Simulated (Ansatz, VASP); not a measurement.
**La: VASP beside Ansatz**

File INCAR:

```
PREC = Accurate
ENCUT = 520
EDIFF = 1E-7
ISMEAR = -1
SIGMA = 0.1
LREAL = F
LASPH = T
NELM = 60
ALGO = Normal
ISIF = 2
LWAVE = F
LCHARG = F
GGA = PS
NBANDS = 18
```

The input KPOINTS:

```
regular mesh
0
Gamma
  9 9 9
```

Contents of POSCAR:

```
La
1.0
    0.0000000000      3.1938970720      3.1938970720
    3.1938970720      0.0000000000      3.1938970720
    3.1938970720      3.1938970720      0.0000000000
La
2
Direct
    0.1250000000      0.1250000000      0.1250000000
    0.8750000000      0.8750000000      0.8750000000
```

Input for Ansatz:

```yaml
crystal:
  lattice:
    - [0.0, 3.193897072, 3.193897072]
    - [3.193897072, 0.0, 3.193897072]
    - [3.193897072, 3.193897072, 0.0]
  atoms:
    - { symbol: La, position: [0.125, 0.125, 0.125] }
    - { symbol: La, position: [0.875, 0.875, 0.875] }
hamiltonian:
  xc: pbesol
  pseudopotentials:
    kind: paw
    azcp:
      La: "pseudopotentials/La.paw.azcp"
basis:
  ecutwfc: 420
  fft_grid_basis: typed
kpoints:
  mp_grid: { grid: [9, 9, 9], shift: [0, 0, 0] }
magnetization:
  spin_polarized: false
scf:
  occupations: { method: fermi_dirac, width: 0.1 }
  lower_state_search: "off"
output:
  stress: true
```

Alike in both runs: task single point; functional PBEsol; k mesh 9 × 9 × 9; occupations fermi-dirac, width 0.1 eV; no spin polarisation.

```csv
,VASP,Ansatz
version,VASP 6.6.1,Ansatz 0.2.0
potentials or method,"VASP PAW PBE potentials, release 64 (La)","plane waves (420 eV) with PAW, scalar-relativistic"
plane-wave cutoff (eV),520,420
valence electrons in the cell,22,22
```

```csv
,VASP,Ansatz,Ansatz less VASP
pressure (GPa),5.6,5.6,+0.01
```

With one functional, cell and mesh, what is left measures potentials, basis and numerics. Ansatz warned: «pseudo_functional_mismatch».

Caveats: the PAW data sets were made with another functional, which shifts forces and pressure a little (VASP). The runs have no spin-orbit coupling, so splittings on La are missing.
